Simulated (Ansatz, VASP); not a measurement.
# Ni: VASP beside Ansatz

```
Ni
1.0
     3.94115    0.00000    0.00000
    -1.97057    3.41313    0.00000
     0.00000    0.00000    2.39721
Ni
3
Cartesian
  0.0000 0.0000 0.0000
  0.0000 2.2754 1.1986
  1.9706 1.1377 1.1986
```

Alike in both runs: functional r2SCAN; k mesh 6 × 6 × 6; occupations gaussian, width 0.1 eV; collinear spin.

Ansatz relaxed the structure, and its values are those at the end. VASP's run is a single point on that final structure, the one shown.

|  | VASP | Ansatz |
| --- | --- | --- |
| version | VASP 6.6.1 | Ansatz 0.2.0 |
| potentials or method | VASP PAW PBE potentials, release 64 (Ni) | scalar-relativistic, plane waves, PAW |
| plane-wave cutoff (eV) | 520 | 500 |
| valence electrons in the cell | 30 | 54 |

Ansatz gave:

- gap on the k mesh at the Fermi level (eV): none
- pressure (GPa): 0.0
- net moment per atom (μB): 0.76
- size of the moment on the site where the two differ most (μB): 0.84

Task: Estimate VASP's values.

Result: gap on the k mesh at the Fermi level (eV): none; pressure (GPa): 0.4; net moment per atom (μB): 0.75; size of the moment on the site where the two differ most (μB): 0.78.

Site moments also hang on the region over which each program counts them. A gap of «none» marks a metal or a gap that the smearing closes. The two sets of potentials don't hold the same shells in valence.

Caveats: the k mesh is coarse (spacing up to 0.44 Å⁻¹), so the values aren't converged; the PAW data sets were made with another functional, which shifts forces and pressure a little (VASP).
